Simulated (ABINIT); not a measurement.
Runs of ABINIT 10.8.3 (patched build) on WC. Symmetry: Fm-3m, No. 225, cubic system. The conventional cell has a = 4.385 Å, b = 4.385 Å, c = 4.385 Å, α = 90.00°, β = 90.00°, γ = 90.00°. W (site symmetry m-3m) has 6 C at 2.19 Å as nearest neighbours. Around C (site symmetry m-3m) lie 6 W at 2.19 Å. Measurements of this composition are mostly on another form, of space group No. 187.

```csv
task,level,potentials or basis,cell,k mesh,cutoff (eV),fine-grid cutoff,gap on the mesh (eV),pressure (GPa),V0 of scaled cells (Å³/atom),B0 (GPa)
single point,PBE,PseudoDojo NC SR PBE v0.4.1 standard,as given,8 × 8 × 8,844,-,none,-,-,-
equation of state,PBEsol,JTH PAW PBE v2.0,as given,10 × 10 × 10,517,1034.03 eV,-,-,(b),(a)
single point,PBE,JTH PAW PBE v2.0,"atoms moved at random, drawn with an rms of 0.05 Å",10 × 10 × 10,517,1034.03 eV,none,1.0,-,-
single point,PBE,JTH PAW PBE v2.0,as given,10 × 10 × 10,517,1034.03 eV,none,-0.9,-,-
equation of state,LDA,JTH PAW LDA v2.0,as given,10 × 10 × 10,517,1034.03 eV,-,-,10.09,405
```

Alike in all rows: no spin polarisation; smearing fermi-dirac 0.05 eV.

Q: Estimate the missing entries.

A: (a) 386; (b) 10.29.

Caveats: the highest band is partly filled, so the run has too few bands; pressures at fixed basis lie under the slope of the energies (some runs); the PAW data sets were made with another functional, which shifts forces and pressure a little (some runs).

A k mesh can miss the band edges, and the runs leave out spin-orbit coupling on W.

A gap of «none» marks a metal or a gap under the smearing width.
